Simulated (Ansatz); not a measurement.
Runs of Ansatz 0.2.0 on TiCo. It takes space group Pm-3m (No. 221, cubic). The conventional cell has a = 2.986 Å, b = 2.986 Å, c = 2.986 Å, α = 90.00°, β = 90.00°, γ = 90.00°. Co (site symmetry m-3m) has 8 Ti at 2.59 Å as nearest neighbours. Ti (site symmetry m-3m) has 8 Co at 2.59 Å as nearest neighbours. The cell comes from a database or a generator and needn't be the stable form of this composition.

```csv
task,level,potentials or basis,spin,cell,k mesh,cutoff (eV),smearing,points for each segment of the path,mesh quality,gap on the mesh (eV),pressure (GPa),moment (μB),relaxed volume (Å³/atom)
density of states,r2SCAN+D3(BJ),SG15 NC,"collinear, ferromagnetic start",as given,9 × 9 × 9,1225,fermi-dirac 0.025 eV,-,not flagged,none,-1.7,0.86,-
band structure,LDA,Ansatz PAW,"collinear, ferromagnetic start",as given,9 × 9 × 9,420,fermi-dirac 0.05 eV,14,not flagged,none,-14.7,0.49,-
band structure,r2SCAN,Ansatz PAW,"collinear, ferromagnetic start",as given,9 × 9 × 9,500,fermi-dirac 0.05 eV,14,not flagged,none,0.4,0.87,-
relaxation of cell and atoms,PBEsol0,Ansatz PAW,"collinear, ferromagnetic start",relaxed,5 × 5 × 5,420,fermi-dirac 0.05 eV,-,coarse,none,-,1.00,(b)
relaxation of cell and atoms,HSE03,Ansatz PAW,"collinear, ferromagnetic start",relaxed,5 × 5 × 5,420,fermi-dirac 0.05 eV,-,coarse,none,-,1.00,13.81
relaxation of cell and atoms,PBE+D3(BJ),Ansatz PAW,"collinear, ferromagnetic start",relaxed,9 × 9 × 9,420,fermi-dirac 0.05 eV,-,not flagged,none,0.0,0.74,(c)
single point,PBE,Ansatz PAW,"collinear, ferromagnetic start",as given,9 × 9 × 9,420,gaussian 0.1 eV,-,not flagged,none,-0.6,0.83,-
band structure,RPBE,Ansatz PAW,"collinear, ferromagnetic start",as given,9 × 9 × 9,420,fermi-dirac 0.05 eV,14,not flagged,none,(a),0.84,-
single point,PBE,Ansatz PAW,"collinear, ferromagnetic start",as given,9 × 9 × 9,420,gaussian 0.05 eV,-,not flagged,none,-0.5,0.83,-
single point,PBE,Ansatz PAW,"collinear, ferromagnetic start",as given,9 × 9 × 9,420,gaussian 0.025 eV,-,not flagged,none,-0.5,0.84,-
projected density of states,PBE,Ansatz PAW,"collinear, ferromagnetic start",as given,5 × 5 × 5,420,fermi-dirac 0.05 eV,-,coarse,none,0.2,0.90,-
```

**Question.** Fill in the values left out.

**Answer.** (a) 4.1; (b) 13.30; (c) 12.73.

Caveats: some runs use coarse meshes; the PAW data sets come from PBE, with cores solved anew for the run's functional, which leaves a small shift of forces and pressure (some runs); the magnetic or orbital state may not be the lowest (some runs); the plane-wave basis is chosen anew once the cell has moved, so the energies of steps on either side of that aren't comparable (some runs); the potentials were made for another functional, which shifts forces and pressure (some runs); pairwise dispersion overbinds metals, which lowers pressure and volume (some runs); the density of states is complete only up to the lowest level of the last band computed (some runs).

A k mesh can miss the band edges.

A gap of «none» marks a metal or a gap under the smearing width.

Not every run made on this cell is shown here.
